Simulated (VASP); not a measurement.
AlP, 2 atoms in the cell. It takes space group F-43m (No. 216, cubic). The conventional cell has a = 5.509 Å, b = 5.509 Å, c = 5.509 Å, α = 90.00°, β = 90.00°, γ = 90.00°. Al (site symmetry -43m) is surrounded by 4 P at 2.39 Å. P (site symmetry -43m) has 4 Al at 2.39 Å as nearest neighbours. The cell was built by a generator and needn't be a form met in nature.

* Program: VASP 6.6.1
* Task: single point
* Functional: PBE
* Potentials or basis: VASP PAW PBE potentials, release 64 (Al, P)
* Cutoff: 520 eV
* k mesh: 8 × 8 × 8
* Occupations: gaussian, width 0.02 eV
* Spin: no spin polarisation
* Dipole correction: no
* Further INCAR settings: ALGO = Normal; EDIFF = 1e-06; NBANDS = 11

Potentials or basis: VASP PAW PBE potentials, release 64 (Al, P).

Command:

```sh
$ cat potpaw_PBE.64/Al/POTCAR potpaw_PBE.64/P/POTCAR > POTCAR
$ mpirun -np 1 vasp_std > vasp.out
```

Hardware: 1 thread of AMD EPYC 9R45 (Zen 5), with other jobs on the host.

Estimate the wall time of this run.

Run time: 8.8 s on 1 thread of AMD EPYC 9R45 (Zen 5), on a shared host, peak memory 0.13 GiB. Counts: scf iterations 12, k points 29.
